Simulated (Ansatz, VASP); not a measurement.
**One calculation of Cd, two programs**

INCAR

```
PREC = Accurate ; ENCUT = 520
EDIFF = 1E-7 ; ISMEAR = 0
SIGMA = 0.1 ; LREAL = F
LASPH = T ; NELM = 100
ALGO = Fast ; ISIF = 2
LWAVE = F ; LCHARG = F
GGA = PE ; NBANDS = 25
```

KPOINTS

```
Automatic mesh
0
Gamma
  12 12 10
```

The input POSCAR:

```
Cd
1.0
    4.8287643093      0.0000000000      0.0000000000
   -2.4143821547      4.1818325607      0.0000000000
    0.0000000000      0.0000000000      4.1161474800
Cd
3
Direct
    0.3333333333      0.6666666667      0.5000000000
    0.0000000000      0.0000000000      0.0000000000
    0.6666666667      0.3333333333      0.5000000000
```

Input for Ansatz:

```yaml
crystal:
  lattice:
    - [4.8287643093, 0.0, 0.0]
    - [-2.4143821547, 4.1818325607, 0.0]
    - [0.0, 0.0, 4.11614748]
  atoms:
    - { symbol: Cd, position: [0.3333333333, 0.6666666667, 0.5] }
    - { symbol: Cd, position: [0.0, 0.0, 0.0] }
    - { symbol: Cd, position: [0.6666666667, 0.3333333333, 0.5] }
basis:
  ecutwfc: 420
kpoints:
  mp_grid: { grid: [12, 12, 10] }
hamiltonian:
  xc: pbe
scf:
  occupations: { method: gaussian, width: 0.1 }
output:
  forces: true
  stress: true
  eigenvalues: true
```

Alike in both runs: task single point; functional PBE; k mesh 12 × 12 × 10; occupations gaussian, width 0.1 eV; no spin polarisation.

|  | VASP | Ansatz |
| --- | --- | --- |
| version | VASP 6.6.1 | Ansatz 0.2.0 |
| potentials or method | VASP PAW PBE potentials, release 64 (Cd) | scalar-relativistic, plane waves, PAW |
| plane-wave cutoff (eV) | 520 | 420 |
| valence electrons in the cell | 36 | 60 |

|  | VASP | Ansatz | Ansatz less VASP |
| --- | --- | --- | --- |
| gap on the k mesh at the Fermi level (eV) | none | none | - |
| pressure (GPa) | -0.9 | -1.1 | -0.21 |
| largest component of the traceless stress (GPa) | 2.80 | 2.68 | -0.118 |

A gap of «none» marks a metal or a gap that the smearing closes. The functional is the same, so the differences come from potentials, cutoffs and numerics. The two sets of potentials don't hold the same shells in valence.
